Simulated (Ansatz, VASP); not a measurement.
## One calculation of CdTe, two programs

```
Cd Te
1.0
     0.00000    3.12487    3.28512
     3.12487    0.00000    3.28512
     3.12487    3.12487    0.00000
Cd Te
1 1
Direct
  0.00000 0.00000 0.00000
  0.75000 0.75000 0.75000
```

Change from the starting cell: strain -0.025 along x and y, +0.025 along z, atoms carried along.

Alike in both runs: task single point; functional r2SCAN; k mesh 8 × 8 × 8; occupations gaussian, width 0.05 eV; no spin polarisation.

|  | VASP | Ansatz |
| --- | --- | --- |
| version | VASP 6.6.1 | Ansatz 0.2.0 |
| potentials or method | VASP PAW PBE potentials, release 64 (Cd, Te) | scalar-relativistic, plane waves, PAW |
| plane-wave cutoff (eV) | 520 | 500 |
| valence electrons in the cell | 18 | 36 |

Ansatz gave:

| Quantity | Value |
| --- | --- |
| gap on the k mesh at the Fermi level (eV) | 1.40 |
| least direct gap on the mesh (eV) | 1.40 |
| pressure (GPa) | 4.7 |
| largest component of the traceless stress (GPa) | 0.50 |

Estimate VASP's values.

gap on the k mesh at the Fermi level (eV): 1.40; least direct gap on the mesh (eV): 1.40; pressure (GPa): 4.8; largest component of the traceless stress (GPa): 0.51.

The two sets of potentials don't hold the same shells in valence.

Caveats: the PAW data sets were made with another functional, which shifts forces and pressure a little (VASP); spin-orbit coupling is left out, which moves the levels of the heavy elements.
